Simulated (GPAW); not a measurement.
Crystal: Sn.

```
Sn
1.0
     0.00000    3.23334    3.23334
     3.23334    0.00000    3.23334
     3.23334    3.23334    0.00000
Sn
2
Direct
  0.75000 0.75000 0.75000
  0.50000 0.50000 0.50000
```

This isn't the form of Sn at room conditions, which is tetragonal (white tin).

* Program: GPAW 26.7.0
* Task: single point
* Functional: PBE
* Potentials or basis: GPAW PAW data sets (gpaw-data 1.2.1)
* Cutoff: 600 eV
* Basis: pw
* k mesh: 7 × 7 × 7
* Occupations: fermi-dirac, width 0.05 eV
* Spin: no spin polarisation

On this cell: pressure 3.5 GPa; largest force zero by symmetry; band gap on the k mesh none (metal or under the smearing width).

The same run follows on a disturbed copy (atoms moved at random, drawn with an rms of 0.05 Å):

```
CELL_PARAMETERS angstrom
0.00000 3.23334 3.23334
3.23334 0.00000 3.23334
3.23334 3.23334 0.00000
ATOMIC_POSITIONS crystal
Sn 0.75132 0.75902 0.76259
Sn 0.49467 0.50900 0.50001
```

Task: What does the disturbed cell give?

Result: The energy (extrapolated to zero smearing) moves by +11.8 meV/atom; pressure 3.6 GPa; largest force 0.584 eV/Å; band gap on the k mesh none (metal or under the smearing width).

Forces in eV/Å, atoms in the order of the input:
```
Sn  -0.303 -0.484 -0.122
Sn   0.303  0.484  0.122
```

Stress tensor (GPa, compression positive):
```
 3.65 -0.45 -1.49
-0.45  3.59 -0.95
-1.49 -0.95  3.69
```
